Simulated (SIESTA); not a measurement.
The system is Bi2Te2Se.

```
Bi Te Se
1.0
     2.16097    1.24764   10.58557
    -2.16097    1.24764   10.58557
     0.00000   -2.49527   10.58557
Bi Te Se
2 2 1
Direct
  0.39172 0.39172 0.39172
  0.60828 0.60828 0.60828
  0.78040 0.78040 0.78040
  0.21960 0.21960 0.21960
  0.00000 0.00000 0.00000
```

The cell is a database's computed one.

Base run:

| Property | Result |
| --- | --- |
| Program | SIESTA 5.4.2 |
| Functional | PBEsol |
| Potentials or basis | PseudoDojo 0.4 standard (PBEsol files) |
| Basis | DZP (energy shift 0.003 Ry; two zetas on semicore shells) |
| Grid cutoff | 500 Ry |
| Energy shift | 0.003 Ry |
| k mesh | 7 × 7 × 7 |
| Occupations | fermi-dirac, width 0.05 eV |
| Spin | no spin polarisation |

Its results: band gap on the k mesh 0.43 eV, direct; pressure -0.4 GPa; largest force 0.239 eV/Å.

**Question.** After a change of settings the same cell gave: band gap on the k mesh 0.26 eV, direct; pressure 3.2 GPa; largest force 1.124 eV/Å. Which change was it?
A. basis from DZP (energy shift 0.003 Ry; two zetas on semicore shells) to TZP (energy shift 0.003 Ry; two zetas on semicore shells)
B. basis from DZP (energy shift 0.003 Ry; two zetas on semicore shells) to SZ (energy shift 0.003 Ry)
C. basis from DZP (energy shift 0.003 Ry; two zetas on semicore shells) to DZ (energy shift 0.003 Ry; two zetas on semicore shells)
D. basis from DZP (energy shift 0.003 Ry; two zetas on semicore shells) to SZP (energy shift 0.003 Ry)

**Answer.** B.

Caveats: spin-orbit coupling is left out, which as a rule narrows the gap of such compounds by several tenths of an eV; the basis of atomic orbitals isn't converged, which shifts pressures, moduli and gaps; an odd mesh through Γ misses points on the zone boundary, where band edges often lie (some runs); the basis has no polarisation orbitals (some runs); forces of over 1 eV/Å show positions far from the minimum, so gaps and moduli don't describe the material at rest (some runs).
